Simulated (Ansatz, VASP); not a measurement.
Given: the input of a run of Ansatz 0.2.0 on Si.

Contents of input.yaml:

```yaml
crystal:
  lattice:
    - [-2.3229633681, 2.3229633681, 1.3021299107]
    - [2.3229633681, -2.3229633681, 1.3021299107]
    - [2.3229633681, 2.3229633681, -1.3021299107]
  atoms:
    - { symbol: Si, position: [0.5, 0.5, 0.0] }
    - { symbol: Si, position: [0.25, 0.75, 0.5] }
kpoints:
  mp_grid: { grid: [11, 11, 11] }
scf:
  occupations: { method: fermi_dirac, width: 0.05 }
hamiltonian:
  xc: pbesol
  pseudopotentials: { kind: all_electron, lapw: { basis_error: 0.001 } }
output:
  forces: true
  stress: true
  eigenvalues: true
```

Potentials or basis: all-electron LAPW, scalar-relativistic.

Launch:

```console
$ ansatz run input.yaml --threads 1 --pin off --max-ram 3072MiB --backend cpu --events-out ev --progress --plain --runs-dir out
```

Problem. Translate it to VASP 6.6.1. Potentials there: VASP PAW PBE potentials, release 64 (Si).

Solution. As run (the cutoff follows the program's own potentials):

File INCAR:

```
PREC = Accurate
ENCUT = 520
EDIFF = 1E-6
ISMEAR = -1
SIGMA = 0.05
LREAL = False
LASPH = True
NELM = 60
ALGO = Normal
ISIF = 2
LWAVE = False
LCHARG = False
GGA = PS
NBANDS = 11
```

KPOINTS

```
Automatic mesh
0
Gamma
  11 11 11
```

File POSCAR:

```
Si
1.0
   -2.3229633681      2.3229633681      1.3021299107
    2.3229633681     -2.3229633681      1.3021299107
    2.3229633681      2.3229633681     -1.3021299107
Si
2
Direct
    0.5000000000      0.5000000000      0.0000000000
    0.2500000000      0.7500000000      0.5000000000
```

Potentials or basis: VASP PAW PBE potentials, release 64 (Si).

Command:

```sh
$ cat potpaw_PBE.64/Si/POTCAR > POTCAR
$ mpirun -np 1 vasp_std > vasp.out
```

Both were run:

|  | VASP | Ansatz | Ansatz less VASP |
| --- | --- | --- | --- |
| gap on the k mesh at the Fermi level (eV) | none | none | - |
| pressure (GPa) | 9.3 | 9.1 | -0.20 |
| largest component of the traceless stress (GPa) | 2.62 | 2.55 | -0.070 |

A gap of «none» marks a metal or a gap that the smearing closes. Ansatz ran all-electron here, so the differences hold the error of VASP's frozen core and of both bases.

Caveats: the PAW data sets were made with another functional, which shifts forces and pressure a little (VASP).
